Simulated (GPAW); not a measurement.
Here is a GPAW 26.7.0 calculation.

File run.py:

```python
from ase.calculators.mixing import SumCalculator
from ase.filters import FrechetCellFilter
from ase.io import read, write
from ase.optimize import BFGS
from dftd3.ase import DFTD3
from gpaw import GPAW, PW

atoms = read('Be.xyz')

calc = GPAW(mode=PW(800),
            xc='RPBE',
            kpts={'size': (15, 15, 15), 'gamma': True},
            occupations={'name': 'fermi-dirac', 'width': 0.1},
            nbands=7,
            convergence={'density': 1e-05, 'forces': 0.0001},
            maxiter=150,
            txt='gpaw.txt')
atoms.calc = SumCalculator([calc, DFTD3(method='rpbe', damping='d3bj')])
opt = BFGS(FrechetCellFilter(atoms), trajectory='relax.traj', logfile='-')
done = opt.run(fmax=0.01, steps=60)
calc.write('gs.gpw')
write('result.traj', atoms)
print('Converged:', done)
print('Cell:', atoms.cell.cellpar().round(4))
print('Volume:', round(atoms.get_volume(), 4))
print(atoms.get_scaled_positions().round(5))
```

Be.xyz

```xyz
1
Lattice="2.1704691600 0.0000000000 0.0000000000 -0.7234897198 2.0463379486 0.0000000000 -0.7234897198 -1.0231689739 1.7721806484" Properties=species:S:1:pos:R:3 pbc="T T T"
Be     0.0000000000      0.0000000000      0.0000000000
```

Potentials or basis: the program's PAW data sets (release 1.2.1) made for this functional, pw.

The run is started by

```console
$ OMP_NUM_THREADS=1 python run.py
```

**Question.** Predict the band gap on the k mesh.

**Answer.** None (metal or under the smearing width).

**Question.** Predict the relaxed cell.

**Answer.** a = 2.043 Å, b = 2.043 Å, c = 2.043 Å, α = 109.47°, β = 109.47°, γ = 109.47°.

**Question.** Predict the space group after relaxing (to 0.05 Å).

**Answer.** Im-3m (No. 229).

Step by step:
| step | energy change (eV) | largest force (eV/Å) | pressure (GPa) | volume (Å³) |
| --- | --- | --- | --- | --- |
| 1 | 0.0000 | 0.0000 | -21.92 | 7.87 |
| 2 | -0.0441 | 0.0000 | -17.56 | 7.52 |
| 3 | -0.1011 | 0.0000 | 2.31 | 6.47 |
| 4 | -0.1018 | 0.0000 | -0.16 | 6.57 |

Caveat: later steps reuse the first step's grids; the volume moved by over 15 % at a fixed basis, so the end points are rough; pairwise dispersion overbinds metals, which lowers pressure and volume.
